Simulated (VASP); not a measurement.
# Cu (Fm-3m) in VASP: notebook

Runs on Cu. Level: PBE. Tasks: single point.

All numbers are computed with VASP 6.6.1; they aren't measurements. Logs are shortened: lines on timing, memory, paths and dates and some standing lists are left out, and cuts for length are marked.

## (1) The structure

It takes space group Fm-3m (No. 225, cubic). Conventional cell: a = 3.615 Å, b = 3.615 Å, c = 3.615 Å, α = 90.00°, β = 90.00°, γ = 90.00°. Cu (site symmetry m-3m) has 12 Cu at 2.56 Å as nearest neighbours.

## (2) Single point, PBE

The input, INCAR:

```
SYSTEM = Cu
ALGO = Fast
EDIFF = 1E-7
ENCUT = 520
GGA = PE
ISIF = 2
ISMEAR = 0
LASPH = .TRUE.
LCHARG = .FALSE.
LREAL = .FALSE.
LWAVE = .FALSE.
NELM = 60
PREC = Accurate
SIGMA = 0.1
```

The input, KPOINTS:

```
k-points
0
G
  4 4 4
  0 0 0
```

The input, POSCAR:

```
Cu
1.0
    0.0000000000      1.8075000000      1.8075000000
    1.8075000000      0.0000000000      1.8075000000
    1.8075000000      1.8075000000      0.0000000000
Cu
1
Direct
    0.0000000000      0.0000000000      0.0000000000
```

Potentials or basis: VASP PAW PBE potentials, release 64 (Cu).

The run is started by

```console
cat potpaw_PBE.64/Cu/POTCAR > POTCAR
mpirun -np 1 vasp_std > vasp.out
```

OUTCAR:

```text
SYSTEM = Cu
   EDIFF = 1E-7
   ENCUT = 520
   GGA = PE
   ISIF = 2
   ISMEAR = 0
   LASPH = .TRUE.
   LREAL = .FALSE.
   NELM = 60
   PREC = Accurate

 ion  position               nearest neighbor table
   1  0.000  0.000  0.000-

  LATTYP: Found a face centered cubic cell.
 ALAT       =     3.6150000000

  Lattice vectors:

 A1 = (   0.0000000000,   1.8075000000,   1.8075000000)
 A2 = (   1.8075000000,   0.0000000000,   1.8075000000)
 A3 = (   1.8075000000,   1.8075000000,   0.0000000000)

Analysis of symmetry for initial positions (statically):
=====================================================================
 Subroutine PRICEL returns:
 Original cell was already a primitive cell.

 Routine SETGRP: Setting up the symmetry group for a
 face centered cubic supercell.

 Subroutine GETGRP returns: Found 48 space group operations
 (whereof 48 operations were pure point group operations)
 out of a pool of 48 trial point group operations.

The static configuration has the point symmetry O_h .

Analysis of symmetry for dynamics (positions and initial velocities):
=====================================================================
 Subroutine PRICEL returns:
 Original cell was already a primitive cell.

 Routine SETGRP: Setting up the symmetry group for a
 face centered cubic supercell.

 Subroutine GETGRP returns: Found 48 space group operations
 (whereof 48 operations were pure point group operations)
 out of a pool of 48 trial point group operations.

The dynamic configuration has the point symmetry O_h .

 Subroutine INISYM returns: Found 48 space group operations
 (whereof 48 operations are pure point group operations),
 and found     1 'primitive' translations

----------------------------------------------------------------------------------------

                                     Primitive cell

  volume of cell :      11.8104

  direct lattice vectors                    reciprocal lattice vectors
     0.000000000  1.807500000  1.807500000    -0.276625173  0.276625173  0.276625173
     1.807500000  0.000000000  1.807500000     0.276625173 -0.276625173  0.276625173
     1.807500000  1.807500000  0.000000000     0.276625173  0.276625173 -0.276625173

  length of vectors
     2.556191014  2.556191014  2.556191014     0.479128854  0.479128854  0.479128854

  position of ions in fractional coordinates (direct lattice)
     0.000000000  0.000000000  0.000000000

  ion indices of the primitive-cell ions
   primitive index   ion index
                 1           1

----------------------------------------------------------------------------------------

 KPOINTS: k-points

Automatic generation of k-mesh.
 Grid dimensions read from file:
 generate k-points for:    4    4    4

 Generating k-lattice:

  Cartesian coordinates                     Fractional coordinates (reciprocal lattice)
    -0.069156293  0.069156293  0.069156293     0.250000000  0.000000000  0.000000000
     0.069156293 -0.069156293  0.069156293     0.000000000  0.250000000  0.000000000
     0.069156293  0.069156293 -0.069156293     0.000000000  0.000000000  0.250000000

  Length of vectors
     0.119782214  0.119782214  0.119782214

  Shift w.r.t. Gamma in fractional coordinates (k-lattice)
     0.000000000  0.000000000  0.000000000

 Subroutine IBZKPT returns following result:
 ===========================================

 Found      8 irreducible k-points:

 Following reciprocal coordinates:
            Coordinates               Weight
  0.000000  0.000000  0.000000      1.000000
  0.250000  0.000000  0.000000      8.000000
  0.500000  0.000000  0.000000      4.000000
  0.250000  0.250000  0.000000      6.000000
  0.500000  0.250000  0.000000     24.000000
 -0.250000  0.250000  0.000000     12.000000
  0.500000  0.500000  0.000000      3.000000
 -0.250000  0.500000  0.250000      6.000000
   k-points           NKPTS =      8   k-points in BZ     NKDIM =      8   number of bands    NBANDS=      9
   number of dos      NEDOS =    301   number of ions     NIONS =      1
   total plane-waves  NPLWV =   8000
   dimension x,y,z NGX =    20 NGY =   20 NGZ =   20
   dimension x,y,z NGXF=    40 NGYF=   40 NGZF=   40
   ions per type =               1
   NGX,Y,Z   is equivalent  to a cutoff of  13.01, 13.01, 13.01 a.u.
   NGXF,Y,Z  is equivalent  to a cutoff of  26.01, 26.01, 26.01 a.u.
 SYSTEM =  Cu
   PREC   = accura    normal or accurate (medium, high low for compatibility)
   ISTART =      0    job   : 0-new  1-cont  2-samecut
   ICHARG =      2    charge: 1-file 2-atom 10-const
   ISPIN  =      1    spin polarized calculation?
   LNONCOLLINEAR =      F non collinear calculations
   LSORBIT =      F    spin-orbit coupling
   LASPH  =      T    aspherical Exc in radial PAW
   ENCUT  =  520.0 eV  38.22 Ry    6.18 a.u.   4.75  4.75  4.75*2*pi/ulx,y,z
   NELM   =     60;   NELMIN=  2; NELMDL= -5     # of ELM steps
   EDIFF  = 0.1E-06   stopping-criterion for ELM
   LREAL  =      F    real-space projection
   EDIFFG = 0.1E-05   stopping-criterion for IOM
   NSW    =      0    number of steps for IOM
   IBRION =     -1    ionic relax: 0-MD 1-quasi-New 2-CG
   NFREE  =      0    steps in history (QN), initial steepest desc. (CG)
   ISIF   =      2    stress and relaxation
   ISYM   =      2    0-nonsym 1-usesym 2-fastsym
   POTIM  = 0.5000    time-step for ionic-motion
   TEBEG  =    0.0;   TEEND  =   0.0 temperature during run
   PSTRESS=    0.0 pullay stress
   NELECT =      11.0000    total number of electrons
   NUPDOWN=      -1.0000    fix difference up-down
   EMIN   =  10.00;   EMAX   =-10.00  energy-range for DOS
   EFERMI =   0.00;   METHOD = LEGACY
   ISMEAR =     0;   SIGMA  =   0.10  broadening in eV -4-tet -1-fermi 0-gaus
   EFERMI_NEDOS =   21; number of points for ismear=-14 and -15
   IALGO  =     68    algorithm
   IMIX   =      4    mixing-type and parameters
     AMIX     =   0.40;   BMIX     =  1.00
     AMIX_MAG =   1.60;   BMIX_MAG =  1.00
  volume/ion in A,a.u.               =      11.81        79.70
  Fermi-wavevector in a.u.,A,eV,Ry     =   1.598763  3.021224 34.777078  2.556043
  Thomas-Fermi vector in A             =   2.696162
   LORBIT       =      0    0 simple, 1 ext, 2 COOP (PROOUT), +10 PAW based schemes
   GGA     = PE    functional components
   LHFCALC =     F    Hartree Fock is set to
   AEXX    =    0.0000 exact exchange contribution
   IVDW    =     0    specifies the selected vdW correction
   LEPSILON=     F    determine dielectric tensor
   LRPA    =     F    only Hartree local field effects (RPA)
 non-spin polarized calculation
 RMM-DIIS sequential band-by-band and
 Gauss-broadening in eV      SIGMA  =   0.10
  energy-cutoff  :      520.00
  volume of cell :       11.81
 maximum number of plane-waves:       332
 NGX is ok and might be reduce to    20
   NGX =  9   NGY =  9   NGZ =  9

 number of electron      11.0000001 magnetization

 Free energy of the ion-electron system (eV)
  ---------------------------------------------------
  ext. energy  EPLUGINS =         0.00000000
  ---------------------------------------------------
  free energy    TOTEN  =        -3.56318376 eV

  energy without entropy =       -3.55845981  energy(sigma->0) =       -3.56082178

 E-fermi :   8.3872     XC(G=0): -12.7310

 val. band max:        7.2526680327   @ k =  -0.2500   0.2500   0.0000
 cond. band min:       8.5096550373   @ k =   0.5000   0.2500   0.0000
 fundamental gap:      1.2569870046
 Fermi energy:         8.3872078737

 k-point     1 :       0.0000    0.0000    0.0000
  band No.  band energies     occupation
      1      -1.7681      2.00000
      2       4.5319      2.00000
      3       4.5319      2.00000
      4       4.5319      2.00000
      5       5.3536      2.00000
      6       5.3536      2.00000
      7      30.1799      0.00000
      8      32.8212      0.00000
      9      32.8212      0.00000

 k-point     2 :       0.2500    0.0000    0.0000
  band No.  band energies     occupation
      1       0.3531      2.00000
      2       4.2821      2.00000
      3       4.6879      2.00000
      4       4.6879      2.00000
      5       5.4360      2.00000
      6       5.4360      2.00000
      7      20.0247      0.00000
      8      30.0580      0.00000
      9      30.4000      0.00000

 k-point     3 :       0.5000    0.0000    0.0000
  band No.  band energies     occupation
      1       2.4920      2.00000
      2       4.4996      2.00000
      3       4.4996      2.00000
      4       5.9201      2.00000
      5       5.9201      2.00000
      6       6.5813      2.00000
      7      11.3271      0.00000
      8      28.6719      0.00000
      9      29.6508      0.00000

 k-point     4 :       0.2500    0.2500    0.0000
  band No.  band energies     occupation
      1       0.9937      2.00000
      2       3.8171      2.00000
      3       4.9004      2.00000
      4       5.1912      2.00000
      5       5.1912      2.00000
      6       5.6247      2.00000
      7      24.6806      0.00000
      8      24.6806      0.00000
      9      25.9107      0.00000

 k-point     5 :       0.5000    0.2500    0.0000
  band No.  band energies     occupation
      1       3.1344      2.00000
      2       3.7004      2.00000
      3       4.5585      2.00000
      4       5.1691      2.00000
      5       5.9604      2.00000
      6       8.5097      0.08333
      7      14.2880      0.00000
      8      20.1440      0.00000
      9      23.6787      0.00000

 k-point     6 :      -0.2500    0.2500    0.0000
  band No.  band energies     occupation
      1       2.8787      2.00000
      2       4.0321      2.00000
      3       4.2375      2.00000
      4       5.0295      2.00000
      5       5.3513      2.00000
      6       7.2527      2.00000
      7      17.2869      0.00000
      8      18.4872      0.00000
      9      28.0690      0.00000

 k-point     7 :       0.5000    0.5000    0.0000
  band No.  band energies     occupation
      1       2.6875      2.00000
      2       3.1421      2.00000
      3       5.9024      2.00000
      4       6.0623      2.00000
      5       6.0623      2.00000
      6       9.0813      0.00000
      7      14.6872      0.00000
      8      20.6640      0.00000
      9      20.6640      0.00000

 k-point     8 :      -0.2500    0.5000    0.2500
  band No.  band energies     occupation
      1       3.4243      2.00000
      2       4.0288      2.00000
      3       4.0288      2.00000
      4       5.3128      2.00000
      5       6.0631      2.00000
      6      13.7808      0.00000
      7      13.7808      0.00000
      8      15.8769      0.00000
      9      16.3827      0.00000

------------------------ aborting loop because EDIFF is reached ----------------------------------------

  FORCE on cell =-STRESS in cart. coord.  units (eV):
  Direction    XX          YY          ZZ          XY          YZ          ZX
  --------------------------------------------------------------------------------------
  -------------------------------------------------------------------------------------
  Total        0.2849293      0.2849293      0.2849293      0.0000000      0.0000000      0.0000000
  in kB       38.6529663     38.6529663     38.6529663      0.0000000      0.0000000      0.0000000
  external PRESSURE =      38.6529663 kB  Pullay stress =       0.0000000 kB

 VOLUME and BASIS-vectors are now :
 -----------------------------------------------------------------------------
  energy-cutoff  :      520.00
  volume of cell :       11.81
      direct lattice vectors                 reciprocal lattice vectors
     0.000000000  1.807500000  1.807500000    -0.276625173  0.276625173  0.276625173
     1.807500000  0.000000000  1.807500000     0.276625173 -0.276625173  0.276625173
     1.807500000  1.807500000  0.000000000     0.276625173  0.276625173 -0.276625173

 POSITION                                       TOTAL-FORCE (eV/Angst)
 -----------------------------------------------------------------------------------
      0.00000      0.00000      0.00000         0.000000     -0.000000     -0.000000
 -----------------------------------------------------------------------------------
    total drift:                                0.000000      0.000000      0.000000

  FREE ENERGIE OF THE ION-ELECTRON SYSTEM (eV)
  ---------------------------------------------------
  free  energy   TOTEN  =        -3.5631837553 eV

  energy  without entropy=       -3.5584598059  energy(sigma->0) =       -3.56082178
```

Run time: 2.8 s. Hardware: 1 thread of Intel Xeon Platinum 8488C (Sapphire Rapids), shared host; peak memory 0.11 GiB.

What came out:

- Free energy: -3.5632 eV
- Pressure: 3.9 GPa
- Band gap on the k mesh: none (metal or under the smearing width)

Caveat: the k mesh is coarse (spacing up to 0.75 Å⁻¹), so the values aren't converged.

## (3) Single point, PBE

INCAR is that of step 2.

The input, KPOINTS:

```
k-points
0
G
  8 8 8
  0 0 0
```

POSCAR is that of step 2.

Potentials or basis: VASP PAW PBE potentials, release 64 (Cu).

The run is started by

```console
cat potpaw_PBE.64/Cu/POTCAR > POTCAR
mpirun -np 1 vasp_std > vasp.out
```

Wall time 4.6 s (1 thread of Intel Xeon Platinum 8488C (Sapphire Rapids), shared host); peak memory 0.12 GiB.

Results (log left out):

| Property | Result |
| --- | --- |
| Free energy | -3.6962 eV |
| Pressure | 3.3 GPa |
| Band gap on the k mesh | none (metal or under the smearing width) |

Levels at points of the mesh, in eV from the Fermi level:
```
           k point  band 3  band 4  band 5  band 6  band 7  band 8  band 9
(0.00, 0.00, 0.00)   -2.95   -2.95   -2.12   -2.12   22.66   25.31   25.31
(0.50, 0.00, 0.00)   -2.98   -1.56   -1.56   -0.93    3.83   21.15   22.14
(0.50, 0.50, 0.00)   -1.57   -1.41   -1.41    1.57    7.19   13.15   13.15
```

Caveat: the k mesh is coarse (spacing up to 0.38 Å⁻¹), so the values aren't converged.

## (4) Single point, PBE

INCAR is that of step 3.

The input, KPOINTS:

```
k-points
0
G
  10 10 10
  0 0 0
```

POSCAR is that of step 3.

The run is started by

```console
cat potpaw_PBE.64/Cu/POTCAR > POTCAR
mpirun -np 1 vasp_std > vasp.out
```

Run time: 6 s. Hardware: 1 thread of Intel Xeon Platinum 8488C (Sapphire Rapids), shared host; peak memory 0.12 GiB.

The run converged. Its results:

```
Free energy            : -3.7133 eV
Pressure               : 2.5 GPa
Band gap on the k mesh : none (metal or under the smearing width)
```

Levels at points of the mesh, in eV from the Fermi level:
```tsv
k point	band 2	band 3	band 4	band 5	band 6	band 7	band 8	band 9
(0.00, 0.00, 0.00)	-2.92	-2.92	-2.92	-2.10	-2.10	22.71	25.35	25.35
(0.50, 0.00, 0.00)	-2.95	-2.95	-1.53	-1.53	-0.89	3.87	21.20	22.18
(0.50, 0.50, 0.00)	-4.31	-1.55	-1.39	-1.39	1.61	7.22	13.19	13.19
```

(Part 1 of 2 ends here.)
